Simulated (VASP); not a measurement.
The system is TiSi2.

```
Ti Si
1.0
     0.00000    4.11752    4.26290
     2.38951    0.00000    4.26290
     2.38951    4.11752    0.00000
Ti Si
2 4
Direct
  0.75000 0.75000 0.75000
  0.50000 0.50000 0.50000
  0.41257 0.08743 0.41257
  0.08743 0.41257 0.08743
  0.16257 0.83743 0.16257
  0.83743 0.16257 0.83743
```

The cell is a database's computed one.

```yaml
Program: VASP 6.6.1
Task: relaxation of cell and atoms
Functional: RPBE
Potentials_or_basis: VASP PAW PBE potentials, release 64 (Ti_sv, Si)
Cutoff: 600 eV
k_mesh: 7 × 7 × 7
Occupations: fermi-dirac, width 0.05 eV
Spin: no spin polarisation
```

At the start: pressure 4.4 GPa; volume 13.98 Å³/atom.

Q: How do energy, volume and symmetry change on relaxing?

A: Over 10 steps the energy falls by 5.8 meV/atom and the volume is 14.40 Å³/atom (+3.0 %); space group Fddd (No. 70, to 0.05 Å).

The path:
```tsv
step	energy change (eV)	largest force (eV/Å)	pressure (GPa)	volume (Å³)
1	0.0000	0.0019	4.38	83.88
2	-0.0064	0.0349	-3.47	88.61
3	-0.0344	0.0181	0.05	86.32
4	-0.0344	0.0178	0.13	86.27
5	-0.0346	0.0104	0.07	86.34
6	-0.0346	0.0103	0.07	86.34
7	-0.0347	0.0080	-0.06	86.42
8	-0.0347	0.0085	-0.03	86.40
9	-0.0347	0.0057	-0.01	86.39
10	-0.0347	0.0033	0.00	86.38
```

Final structure:
```cif
data_structure
_symmetry_space_group_name_H-M 'P 1'
_symmetry_Int_Tables_number 1
_cell_length_a 5.9817
_cell_length_b 4.9417
_cell_length_c 4.7993
_cell_angle_alpha 75.753
_cell_angle_beta 53.200
_cell_angle_gamma 51.047
_cell_volume 86.38
loop_
_atom_site_label
_atom_site_type_symbol
_atom_site_fract_x
_atom_site_fract_y
_atom_site_fract_z
_atom_site_occupancy
Ti1 Ti 0.75000 0.75000 0.75000 1
Ti2 Ti 0.50000 0.50000 0.50000 1
Si1 Si 0.41232 0.08768 0.41232 1
Si2 Si 0.08768 0.41232 0.08768 1
Si3 Si 0.16232 0.83768 0.16232 1
Si4 Si 0.83768 0.16232 0.83768 1
```

Caveat: the PAW data sets were made with another functional, which shifts forces and pressure a little.
